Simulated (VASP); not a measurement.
## VASP 6.6.1 run: BP

INCAR

```
PREC = Accurate
ALGO = Normal
LCHARG = .FALSE.
EDIFF = 1E-6
ENCUT = 520
NBANDS = 11
SIGMA = 0.02
METAGGA = RTPSS
NSW = 0
ISMEAR = -1
IBRION = -1
LREAL = .FALSE.
LWAVE = .FALSE.
NELM = 92
LASPH = .TRUE.
ISIF = 2
```

KPOINTS

```
KPOINTS created by Atomic Simulation Environment
0
Gamma
10 10 10
0 0 0
```

POSCAR

```
B  P
 1.0000000000000000
    -0.0000000000000000    2.1554244784631185    2.1554244784631185
     2.1554244784631185   -0.0000000000000000    2.1554244784631185
     2.1554244784631185    2.1554244784631185   -0.0000000000000000
 B   P
   1   1
Cartesian
 -0.0000000000000000  0.0000000000000000  0.0000000000000000
  2.1554244784631185  2.1554244784631185  2.1554244784631185
```

The recommended PBE PAW datasets give the neutral cell 8 valence electrons.

Command

```
mpirun -np 1 vasp_std
```

OSZICAR

```
N       E                     dE             d eps       ncg     rms          rms(c)
DAV:   1     0.124596658213E+02    0.12460E+02   -0.43406E+03  1034   0.727E+02
DAV:   2    -0.138733884141E+02   -0.26333E+02   -0.25361E+02  1473   0.147E+02
DAV:   3    -0.148546635898E+02   -0.98128E+00   -0.95635E+00  1447   0.224E+01
DAV:   4    -0.148639035080E+02   -0.92399E-02   -0.92195E-02  1397   0.253E+00
DAV:   5    -0.148639534036E+02   -0.49896E-04   -0.49894E-04  1406   0.164E-01    0.804E+00
DAV:   6    -0.132263232608E+02    0.16376E+01   -0.11986E+01  1037   0.359E+01    0.440E+00
DAV:   7    -0.132094871322E+02    0.16836E-01   -0.15489E-01  1200   0.249E+00    0.141E+00
DAV:   8    -0.132063034200E+02    0.31837E-02   -0.40778E-03  1187   0.487E-01    0.677E-01
DAV:   9    -0.132058487440E+02    0.45468E-03   -0.14555E-03  1123   0.272E-01    0.702E-02
DAV:  10    -0.132058236885E+02    0.25055E-04   -0.88172E-05  1178   0.582E-02    0.722E-03
DAV:  11    -0.132058226784E+02    0.10102E-05   -0.16421E-06   951   0.793E-03    0.383E-03
DAV:  12    -0.132058218110E+02    0.86743E-06   -0.17602E-07   592   0.331E-03
   1 F= -.13205822E+02 E0= -.13204685E+02  d E =-.227296E-02
```

From OUTCAR

```
k-points           NKPTS =     47   k-points in BZ     NKDIM =     47   number of bands    NBANDS=     11

   NELECT =       8.0000    total number of electrons

   dimension x,y,z NGX =    24 NGY =   24 NGZ =   24
   dimension x,y,z NGXF=    48 NGYF=   48 NGZF=   48

  energy-cutoff  :      520.00
  volume of cell :       20.03
      direct lattice vectors                 reciprocal lattice vectors
     0.000000000  2.155424478  2.155424478    -0.231972869  0.231972869  0.231972869
     2.155424478  0.000000000  2.155424478     0.231972869 -0.231972869  0.231972869
     2.155424478  2.155424478  0.000000000     0.231972869  0.231972869 -0.231972869

 k-points in reciprocal lattice and weights: KPOINTS created by Atomic Simulation Env
   0.00000000  0.00000000  0.00000000       0.001
   0.10000000  0.00000000  0.00000000       0.008
   0.20000000  0.00000000  0.00000000       0.008
   0.30000000  0.00000000  0.00000000       0.008
   0.40000000  0.00000000  0.00000000       0.008
   0.50000000  0.00000000  0.00000000       0.004
   0.10000000  0.10000000  0.00000000       0.006
   0.20000000  0.10000000  0.00000000       0.024
   ...

 E-fermi :   9.7478

 k-point     1 :       0.0000    0.0000    0.0000
  band No.  band energies     occupation
      1      -7.3854      2.00000
      2       9.8546      0.00955
      3       9.8546      0.00955
      4       9.8546      0.00955
      5      16.5163      0.00000
      6      17.6488      0.00000
      7      17.6488      0.00000
      8      17.6488      0.00000
      9      18.6153      0.00000
     10      18.6153      0.00000
     11      18.6153      0.00000

 k-point     2 :       0.1000    0.0000    0.0000
  band No.  band energies     occupation
      1      -7.1691      2.00000
      2       8.5297      2.00000
      3       9.7868      0.24811
      4       9.7868      0.24811
      5      16.5844      0.00000
      6      17.1090      0.00000
      7      17.1090      0.00000
      8      18.0331      0.00000
      9      18.1509      0.00000
     10      18.1509      0.00000
     11      18.5126      0.00000

 k-point     3 :       0.2000    0.0000    0.0000
  band No.  band energies     occupation
      1      -6.5234      2.00000
      2       5.8895      2.00000
      3       9.6836      1.92214
      4       9.6836      1.92214
      5      15.0227      0.00000
      6      15.0227      0.00000
      7      15.9645      0.00000
      8      17.8787      0.00000
      9      19.5468      0.00000
     10      19.5468      0.00000
     11      19.9375      0.00000

 k-point     4 :       0.3000    0.0000    0.0000
  band No.  band energies     occupation
      1      -5.4618      2.00000
      2       3.1002      2.00000
      3       9.7231      1.54819
      4       9.7231      1.54819
      5      13.2236      0.00000
      6      13.2236      0.00000
      7      15.3818      0.00000
      8      17.3630      0.00000
      9      21.6115      0.00000
     10      21.6115      0.00000
     11      21.9458      0.00000

 k-point     5 :       0.4000    0.0000    0.0000
  band No.  band energies     occupation
      1      -4.0362      2.00000
      2       0.5654      2.00000
      3      10.0253      0.00000
      4      10.0253      0.00000
      5      11.8107      0.00000
      6      11.8107      0.00000
      7      15.0213      0.00000
      8      16.9791      0.00000
      9      23.9093      0.00000
     10      24.0279      0.00000
     11      24.0279      0.00000

 ...

  Total       -0.5131838     -0.5131838     -0.5131838      0.0000000      0.0000000     -0.0000000
  in kB      -41.0539669    -41.0539669    -41.0539669      0.0000000      0.0000000     -0.0000000
  external PRESSURE =     -41.0539669 kB  Pullay stress =       0.0000000 kB

 POSITION                                       TOTAL-FORCE (eV/Angst)
 -----------------------------------------------------------------------------------
      0.00000      0.00000      0.00000         0.000000      0.000000      0.000000
      2.15542      2.15542      2.15542        -0.000000     -0.000000     -0.000000
 -----------------------------------------------------------------------------------
    total drift:                                0.000000     -0.000000     -0.000000

  FREE ENERGIE OF THE ION-ELECTRON SYSTEM (eV)
  ---------------------------------------------------
  free  energy   TOTEN  =       -13.2058218110 eV

  energy  without entropy=      -13.2035488505  energy(sigma->0) =      -13.20468533
```

It converged. Results: gap between bands v and c on the k mesh -3.96 eV (bands overlap: a metal); least direct gap on the k mesh 0.52 eV; pressure -4.1 GPa. Band v is the last that the valence electrons fill when counted band by band, and c is the next.

For comparison, a separate r²SCAN run of the intended cell, on usual settings and not on those above, gives a gap of -4.17 eV on its mesh and a pressure of -0.4 GPa.

The run above took about 25 s on one core of a shared host (Intel Xeon Platinum 8488C) and held 0.14 GiB at most.
